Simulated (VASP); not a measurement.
Wanted: the native input for a VASP 6.6.1 run.

| Property | Result |
| --- | --- |
| Task | single point |
| Functional | PBE |
| Potentials or basis | VASP PAW PBE potentials, release 64 (Ta_pv) |
| Cutoff | 520 eV |
| k mesh | 6 × 6 × 6 |
| Occupations | gaussian, width 0.1 eV |
| Spin | no spin polarisation |
| Dipole correction | no |
| Further INCAR settings | ALGO = Normal; EDIFF = 1e-06; NBANDS = 24 |

The structure of Ta lies in POSCAR:

```
Ta
1.0
    4.1138848260     -2.3293975887      0.0492245182
    4.1138848260      2.3293975887      0.0492245182
   -0.0807391484      0.0000000000      2.8709788013
Ta
3
Direct
    0.6670202499      0.6670202499      0.6666632675
    0.3329797501      0.3329797501      0.3333367325
    0.0000000000      0.0000000000      0.0000000000
```

The cell was built by a generator and needn't be a form met in nature.

These files were run (other wordings do the same):

INCAR

```
PREC = Accurate
ENCUT = 520
EDIFF = 1E-6
ISMEAR = 0
SIGMA = 0.1
LREAL = F
LASPH = T
NELM = 100
ALGO = Normal
ISIF = 2
LWAVE = F
LCHARG = F
GGA = PE
NBANDS = 24
```

KPOINTS

```
Automatic mesh
0
Gamma
  6 6 6
```

Potentials or basis: VASP PAW PBE potentials, release 64 (Ta_pv).

Run with:

```bash
$ cat potpaw_PBE.64/Ta_pv/POTCAR > POTCAR
$ mpirun -np 1 vasp_std > vasp.out
```

It gave:

```json
{
  "Pressure": "0.1 GPa",
  "Largest force": "0.030 eV/Å",
  "Band gap on the k mesh": "none (metal or under the smearing width)"
}
```

Caveat: the k mesh is coarse (spacing up to 0.36 Å⁻¹), so the values aren't converged.

Wall time 110 s on 1 thread of AMD EPYC 7R43 64-Core Processor (Zen 3), with other jobs on the host, peak memory 0.18 GiB.
